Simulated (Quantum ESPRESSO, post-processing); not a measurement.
# GaN/Ga(1-x)Al(x)N (10-10) interfaces, on the lattice of GaN, stepped through the share x of Al, part 9 of 9

What law, if any, do the results for GaN/Ga(1-x)Al(x)N (10-10) interfaces, on the lattice of GaN follow against the share x of Al?

Quantum ESPRESSO 7.5; plane-wave DFT, LDA, GBRV ultrasoft pseudopotentials.

So far. Step 15 (Variable-cell relaxation, 0.75):  The last row is no step: it is a fresh SCF in the final cell with a new plane-wave basis, +3 meV from the row before. Step 19 (Relaxing cell and ions, 1):  The last row is no step: it is a fresh SCF in the final cell with a new plane-wave basis, +2 meV from the row before.

### 20. Self-consistent run, 1

The input, m3.bulk.in:

```
&control
  prefix = 'm3.bulk'
  outdir = './out'
  pseudo_dir = './pseudo'
  calculation = 'scf'
  tprnfor = .true.
/
&system
  ibrav = 0
  nat = 8
  ntyp = 2
  ecutwfc = 40
  ecutrho = 200
  occupations = 'smearing'
  smearing = 'fd'
  degauss = 0.002
  nbnd = 20
/
&electrons
  conv_thr = 1e-09
  mixing_beta = 0.4
  electron_maxstep = 120
/
ATOMIC_SPECIES
  Al  26.9815  al_lda_v1.uspp.F.UPF
  N   14.0070  n_lda_v1.2.uspp.F.UPF
CELL_PARAMETERS angstrom
  3.15391494600000 0.00000000000000 0.00000000000000
  0.00000000000000 5.14194925300000 0.00000000000000
  0.00000000000000 0.00000000000000 5.26796979000000
ATOMIC_POSITIONS crystal
  Al  0.500000000000 0.500560013800 0.167711455900
  N   0.500000000000 0.876439986300 0.170159938200
  Al  0.000000000000 0.000560013300 0.332288544100
  N   0.000000000000 0.376439986200 0.329840061500
  Al  0.000000000000 0.500560013600 0.667711455900
  N   0.000000000000 0.876439986400 0.670159938700
  Al  0.500000000000 0.000560014100 0.832288544000
  N   0.500000000000 0.376439986400 0.829840061600
K_POINTS automatic
  10 6 6 0 0 0
```

Run with:

```console
$ OMP_NUM_THREADS=1 mpirun -n 4 pw.x -nk 4 -in m3.bulk.in > m3.bulk.out
```

The program printed:

```text
[banner, memory and clock lines left out]
Program PWSCF v.7.5 starts
[...]
Message from routine setup:
[...]
number of electrons       =        32.00
     number of Kohn-Sham states=           20
     kinetic-energy cutoff     =      40.0000  Ry
     charge density cutoff     =     200.0000  Ry
[...]
number of k points=   120  Fermi-Dirac smearing, width (Ry)=  0.0020
[...]
Dense  grid:    27509 G-vectors     FFT dimensions: (  27,  45,  45)
[...]
Starting wfcs are   32 randomized atomic wfcs
[...]
estimated scf accuracy    <       2.41811586 Ry
[...]
estimated scf accuracy    <       0.07001798 Ry
[...]
estimated scf accuracy    <       0.02400704 Ry
[...]
estimated scf accuracy    <       0.00622380 Ry
[...]
estimated scf accuracy    <       0.00040095 Ry
[...]
estimated scf accuracy    <       0.00006173 Ry
[...]
estimated scf accuracy    <       0.00001211 Ry
[...]
estimated scf accuracy    <       0.00000003 Ry
[...]
estimated scf accuracy    <       0.00000004 Ry
[...]
estimated scf accuracy    <          9.5E-09 Ry
[...]
estimated scf accuracy    <          1.9E-09 Ry
[...]
the Fermi energy is     9.1068 ev
!    total energy              =    -108.07920637 Ry
     estimated scf accuracy    <          2.2E-10 Ry
     smearing contrib. (-TS)   =       0.00000000 Ry
     internal energy E=F+TS    =    -108.07920637 Ry
[...]
one-electron contribution =      -5.37408126 Ry
     hartree contribution      =      22.67417825 Ry
     xc contribution           =     -38.99750713 Ry
     ewald contribution        =     -86.38179623 Ry
     convergence has been achieved in  12 iterations
[...]
Total force =     0.000629     Total SCF correction =     0.000001
[...]
```

The job ended after 29 s (4 MPI ranks of Arm Neoverse V1, shared host; peak memory 0.33 GiB).

Read from the output:

```
free energy                          : -1470.4925 eV
Fermi energy                         : 9.107 eV
valence top, on the run's zero       : 6.613 eV
conduction bottom, on the run's zero : 10.54 eV
gap by band count                    : 3.923 eV
```

### 21. Self-consistent run, 1

System of this step: GaN/Ga(1-x)Al(x)N (10-10) superlattice, x = 4/4. The cell holds 32 atoms: 8 Ga, 16 N and 8 Al. Its edges and angles: a = 3.154 Å, b = 5.142 Å, c = 21.461 Å, α = 90.0°, β = 90.0°, γ = 90.0°. The structure's axis is c.

The input, m3.scf.in:

```
&control
  prefix = 'm3.scf'
  outdir = './out'
  pseudo_dir = './pseudo'
  calculation = 'scf'
  tprnfor = .true.
/
&system
  ibrav = 0
  nat = 32
  ntyp = 3
  ecutwfc = 40
  ecutrho = 200
  occupations = 'smearing'
  smearing = 'fd'
  degauss = 0.002
/
&electrons
  conv_thr = 1e-08
  mixing_beta = 0.4
  electron_maxstep = 160
  mixing_mode = 'TF'
  mixing_ndim = 12
/
ATOMIC_SPECIES
  Ga  69.7230  ga_lda_v1.4.uspp.F.UPF
  N   14.0070  n_lda_v1.2.uspp.F.UPF
  Al  26.9815  al_lda_v1.uspp.F.UPF
CELL_PARAMETERS angstrom
  3.15391494600000 0.00000000000000 0.00000000000000
  0.00000000000000 5.14194925300000 0.00000002900000
  0.00000000000000 0.00000000000000 21.46136106000000
ATOMIC_POSITIONS crystal
  Ga  0.500000000000 0.500307347800 0.000000000000
  N   0.500000000000 0.876692535000 0.000000041846
  Ga  0.000000000000 0.000307532300 0.042422695316
  N   0.000000000000 0.376692647100 0.042422473131
  Ga  0.000000000000 0.500307498000 0.127268344533
  N   0.000000000000 0.876692616000 0.127268584740
  Ga  0.500000000000 0.000307346400 0.169691065812
  N   0.500000000000 0.376692477400 0.169691005029
  Ga  0.500000000000 0.500307347800 0.254537013041
  N   0.500000000000 0.876692535000 0.254537054887
  Ga  0.000000000000 0.000307532300 0.296959708357
  N   0.000000000000 0.376692647100 0.296959486172
  Ga  0.000000000000 0.500307498000 0.381805357574
  N   0.000000000000 0.876692616000 0.381805597780
  Ga  0.500000000000 0.000307346400 0.424228078853
  N   0.500000000000 0.376692477400 0.424228018069
  Al  0.500000000000 0.500560013800 0.509074026081
  N   0.500000000000 0.876439986300 0.509675037860
  Al  0.000000000000 0.000560013300 0.549471609736
  N   0.000000000000 0.376439986200 0.548870597883
  Al  0.000000000000 0.500560013600 0.631805519561
  N   0.000000000000 0.876439986400 0.632406531463
  Al  0.500000000000 0.000560014100 0.672203103191
  N   0.500000000000 0.376439986400 0.671602091388
  Al  0.500000000000 0.500560013800 0.754537013041
  N   0.500000000000 0.876439986300 0.755138024820
  Al  0.000000000000 0.000560013300 0.794934596695
  N   0.000000000000 0.376439986200 0.794333584843
  Al  0.000000000000 0.500560013600 0.877268506520
  N   0.000000000000 0.876439986400 0.877869518422
  Al  0.500000000000 0.000560014100 0.917666090150
  N   0.500000000000 0.376439986400 0.917065078347
K_POINTS automatic
  6 5 1 0 0 0
```

Run with:

```console
$ OMP_NUM_THREADS=1 mpirun -n 4 pw.x -nk 2 -in m3.scf.in > m3.scf.out
```

The program printed:

```text
[banner, memory and clock lines left out]
Program PWSCF v.7.5 starts
[...]
Message from routine setup:
[...]
number of electrons       =       256.00
     number of Kohn-Sham states=          154
     kinetic-energy cutoff     =      40.0000  Ry
     charge density cutoff     =     200.0000  Ry
[...]
number of k points=    12  Fermi-Dirac smearing, width (Ry)=  0.0020
[...]
Dense  grid:   112343 G-vectors     FFT dimensions: (  27,  45, 192)
[...]
Starting wfcs are  192 randomized atomic wfcs
[...]
estimated scf accuracy    <    4154.62200302 Ry
[...]
negative rho (up, down):  5.286E-02 0.000E+00
[...]
estimated scf accuracy    <    2679.69912453 Ry
[...]
negative rho (up, down):  7.548E-03 0.000E+00
[...]
estimated scf accuracy    <     127.58517083 Ry
[...]
negative rho (up, down):  1.638E-05 0.000E+00
[...]
estimated scf accuracy    <      40.86390743 Ry
[...]
negative rho (up, down):  1.444E-05 0.000E+00
[...]
estimated scf accuracy    <     235.08177803 Ry
[...]
estimated scf accuracy    <      77.73460057 Ry
[...]
negative rho (up, down):  3.514E-03 0.000E+00
[...]
estimated scf accuracy    <       2.17062150 Ry
[...]
negative rho (up, down):  2.471E-02 0.000E+00
[...]
estimated scf accuracy    <       1.04730951 Ry
[...]
negative rho (up, down):  1.147E-03 0.000E+00
[...]
estimated scf accuracy    <       0.74360316 Ry
[...]
negative rho (up, down):  9.252E-04 0.000E+00
[...]
estimated scf accuracy    <       1.00671853 Ry
[...]
negative rho (up, down):  4.943E-04 0.000E+00
[...]
estimated scf accuracy    <       0.83168711 Ry
[...]
negative rho (up, down):  8.387E-05 0.000E+00
[...]
estimated scf accuracy    <       0.64452564 Ry
[...]
estimated scf accuracy    <       0.57128211 Ry
[...]
estimated scf accuracy    <       0.43326535 Ry
[...]
estimated scf accuracy    <       0.30526084 Ry
[...]
estimated scf accuracy    <       0.24714411 Ry
[...]
estimated scf accuracy    <       0.20833832 Ry
[...]
estimated scf accuracy    <       0.12848587 Ry
[...]
estimated scf accuracy    <       0.06964454 Ry
[...]
estimated scf accuracy    <       0.01037959 Ry
[...]
estimated scf accuracy    <       0.00150877 Ry
[...]
estimated scf accuracy    <       0.00025544 Ry
[...]
estimated scf accuracy    <       0.00020260 Ry
[...]
estimated scf accuracy    <       0.00007222 Ry
[...]
estimated scf accuracy    <       0.00000856 Ry
[...]
estimated scf accuracy    <       0.00000540 Ry
[...]
estimated scf accuracy    <       0.00000189 Ry
[...]
estimated scf accuracy    <       0.00000094 Ry
[...]
estimated scf accuracy    <       0.00000059 Ry
[...]
estimated scf accuracy    <       0.00000046 Ry
[...]
estimated scf accuracy    <       0.00000029 Ry
[...]
estimated scf accuracy    <       0.00000013 Ry
[...]
estimated scf accuracy    <       0.00000009 Ry
[...]
estimated scf accuracy    <       0.00000003 Ry
[...]
estimated scf accuracy    <       0.00000002 Ry
[...]
the Fermi energy is    10.5724 ev
!    total energy              =   -3697.86902274 Ry
     estimated scf accuracy    <          8.5E-09 Ry
     smearing contrib. (-TS)   =       0.00000000 Ry
     internal energy E=F+TS    =   -3697.86902274 Ry
[...]
one-electron contribution =   -8506.02852531 Ry
     hartree contribution      =    4387.10520284 Ry
     xc contribution           =    -504.04379845 Ry
     ewald contribution        =     925.09809817 Ry
     convergence has been achieved in  36 iterations
[...]
Total force =     0.058465     Total SCF correction =     0.000640
[...]
```

The job ended after 9.7 min (4 MPI ranks; peak memory 1.1 GiB; 39 min of CPU time).

Numbers from this step:

| Quantity | Value |
| --- | --- |
| free energy | -50312.0711 eV |
| Fermi energy | 10.57 eV |

### 22. The line-up

Numbers from this step:

| Quantity | Value |
| --- | --- |
| mean potential in the stack, first crystal | 3.171 eV |
| slope of the running mean in the stack, first crystal | 5.12e-4 eV/Å |
| mean potential in the stack, second crystal | 3.189 eV |
| valence top over the bulk's mean potential, second crystal | 5.271 eV |
| conduction bottom over the bulk's mean potential, second crystal | 9.194 eV |
| slope of the running mean in the stack, second crystal | -5.64e-4 eV/Å |
| period along the stack, second crystal | 5.268 Å |

### 23. The series side by side

The series in one table:

```tsv
the share x of Al	valence offset (eV)	conduction offset (eV)	gap of the second crystal on the mesh (eV)	period of the second crystal (Å)
0.25	-0.2639	0.126	2.513	5.41
0.5	-0.2842	0.3933	2.801	5.364
0.75	-0.5081	0.74	3.371	5.312
1	-0.7961	1.003	3.923	5.268
```

### 24. By hand

For the member at 1: valence offset = (5.271 + 3.189) − (6.085 + 3.171) = -0.796 eV, each valence top over its crystal's mean potential plus that mean in the stack.

A least-squares line through the valence offset has a slope of -0.728 eV per unit of the series and misses single members by up to 0.088 eV.

### 25. Results

- valence offset, at 0.25 and at 1: -0.26, -0.80 eV
- conduction offset, at 0.25 and at 1: 0.13, 1.00 eV
- gap of the second crystal on the mesh, at 0.25 and at 1: 2.51, 3.92 eV
- period of the second crystal, at 0.25 and at 1: 5.41, 5.27 Å

The series holds 4 members (LDA, GBRV ultrasoft). From 0.25 to 1 the valence offset falls from -0.26 to -0.80 eV. From 0.25 to 1 the conduction offset rises from 0.13 to 1.00 eV. From 0.25 to 1 the gap of the second crystal on the mesh rises from 2.51 to 3.92 eV. From 0.25 to 1 the period of the second crystal falls from 5.41 to 5.27 Å. Ordered cells stand for random alloys; interfaces are abrupt and unrelaxed; gaps of this level are too small; no spin-orbit coupling; edges are those of the mesh.

[Logs are printed without paths, hosts, clocks, repeated set-up lines and the standing remarks that a program may print on its own settings, such as how far it seeks lower states.]

[Hosts, paths, dates, database ids (printed as entryN), source tags and the programs' standing remarks are cut or masked in the printed files.]

[Maps of the electrostatic potential energy from Ansatz leave out the sawtooth potential of an applied field or a dipole correction, so their vacuum need not be flat; planar profiles and work functions include it.]
